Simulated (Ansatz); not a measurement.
# CaF2 (fluorite): map of one atom of the cell

Starting cell, CaF2 (fluorite):

```yaml
crystal:
  lattice:
    - [0.00000, 2.75548, 2.75548]
    - [2.75548, 0.00000, 2.75548]
    - [2.75548, 2.75548, 0.00000]
  atoms:
    - { symbol: Ca, position: [0.00000, 0.00000, 0.00000] }
    - { symbol: F, position: [0.25000, 0.25000, 0.25000] }
    - { symbol: F, position: [0.75000, 0.75000, 0.75000] }
```

In this cell atom 3 (F, nearest neighbour Ca at 2.386 Å; its periodic images, 3.9 Å or more away, move with it) is moved by u·(1.000, 0.000, 0.000) + v·(0.000, 0.000, 1.000); the rest is frozen.

These are PBE (plane waves to 420 eV, PAW, scalar-relativistic; Ansatz, a quantum-chemistry and plane-wave program) values and carry that method's errors. k mesh 8×8×8 (Γ-centred), Fermi-Dirac smearing 0.05 eV. Energies are smeared free energies. Fu and Fv are the components of the force on the atom. CaF2 was relaxed with its symmetry unable to fall. The zero of ΔE is the undisplaced structure. Axes are in Å.

ΔE (eV/cell), with u across and v down:

```
v \ u   -0.360  -0.240  -0.120  0.000  0.120  0.240  0.360
------  ------  ------  ------  -----  -----  -----  -----
-0.360   0.638   0.440   0.325  0.287  0.325  0.440  0.638
-0.240   0.440   0.261   0.158  0.124  0.158  0.261  0.440
-0.120   0.325   0.158   0.062  0.030  0.062  0.158  0.325
0.000    0.287   0.124   0.030  0.000  0.030  0.124  0.287
0.120    0.325   0.158   0.062  0.030  0.062  0.158  0.325
0.240    0.440   0.261   0.158  0.124  0.158  0.261  0.440
0.360    0.638   0.440   0.325  0.287  0.325  0.440  0.638
```

Fu (eV/Å), with u across and v down:

```
v \ u   -0.360  -0.240  -0.120  0.000  0.120  0.240  0.360
------  ------  ------  ------  -----  -----  -----  -----
-0.360    2.02    1.29    0.63   0.00  -0.63  -1.29  -2.02
-0.240    1.84    1.16    0.56   0.00  -0.56  -1.16  -1.84
-0.120    1.72    1.08    0.52   0.00  -0.52  -1.08  -1.72
0.000     1.68    1.06    0.51   0.00  -0.51  -1.06  -1.68
0.120     1.72    1.08    0.52   0.00  -0.52  -1.08  -1.72
0.240     1.84    1.16    0.56   0.00  -0.56  -1.16  -1.84
0.360     2.02    1.29    0.63   0.00  -0.63  -1.29  -2.02
```

Key numbers:

Principal force constants in the plane (five-point differences of the forces): 4.2 eV/Å², isotropic. Centre of the map: a minimum. Lowest place on the grid: u = 0.000 Å, v = 0.000 Å (0 meV/cell). Highest place on the grid, met at several equal points: u = -0.360 Å, v = -0.360 Å; u = 0.360 Å, v = -0.360 Å; u = -0.360 Å, v = 0.360 Å; u = 0.360 Å, v = 0.360 Å (638 meV/cell).

(For displaced atoms, the force is minus the slope of the energy, and its curvature is a force constant, which sets phonon frequencies.)
